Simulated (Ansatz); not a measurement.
## Ionic part of the dielectric constant of ZnSe at 12 GPa, mode by mode

The calculation used DFT PBE, scalar-relativistic, plane waves, PAW in Ansatz. Cutoff 420 eV, 8×8×8 k-points (Γ-centred), fixed occupations. No spin polarisation. Phonons by linear response, acoustic sum rule imposed.

Symmetry: F-43m, No. 216, cubic system. Conventional cell: a = 5.453 Å, b = 5.453 Å, c = 5.453 Å, α = 90.00°, β = 90.00°, γ = 90.00°. Around Zn (site symmetry -43m) lie 4 Se at 2.36 Å. Se (site symmetry -43m) is surrounded by 4 Zn at 2.36 Å.

At this pressure the crystal is close to a known change of phase. The run warned that the force constants aren't converged on this k mesh, so the frequencies and all that is formed from them are rough.

The primitive cell has V = 40.53 Å³ and ε∞,xx = 7.062. Each polar mode adds Δε = (4.92064×10⁷/V)·S/ν² along x, with S its oscillator strength in e²/amu, ν in cm⁻¹ and V in Å³.

Q: From these modes, find each Δε and ε0,xx.
| ν (cm⁻¹) | S_xx (e²/amu) |
| --- | --- |
| 249.5 | 0.09776 |

A:
| ν (cm⁻¹) | Δε |
| --- | --- |
| 249.5 | 1.91 |

The sum is 1.906, so ε0,xx = 8.97; the run's tensor has 8.97.

Q: Where do the longitudinal modes lie for a wave vector along x?

A: At 281 cm⁻¹. The Lyddane–Sachs–Teller product Π(ν_LO/ν_TO)² = 1.27 matches ε0/ε∞ = 1.27.

Cost: 1 run of about 1.6 core-minutes, on Arm Neoverse V1 (shared hosts).

Electronic polarisation supplies most of the static dielectric constant: ε∞ is 7.062 out of 8.97, and the lattice adds only 1.91. This fits a polar but substantially covalent tetrahedral semiconductor, in which the Se 4p-derived valence electrons polarise readily, while moderate effective charges and fairly stiff bonds limit the ionic response. Zinc blende has a single triply degenerate polar optical mode, so the whole lattice term comes from Zn and Se moving against each other. The macroscopic field of that motion lifts the longitudinal branch to 281 cm⁻¹, with electronic screening keeping the splitting modest. PBE probably makes ε∞ too large by underestimating the band gap, which would weaken the splitting for a given oscillator strength. The Lyddane–Sachs–Teller agreement shows internal consistency rather than accuracy, since both sides rest on the same harmonic response. Nor does a real transverse frequency at the zone centre establish that zinc blende is the favoured phase, because the transformation to a six-coordinate structure is reconstructive and is decided by relative enthalpies.
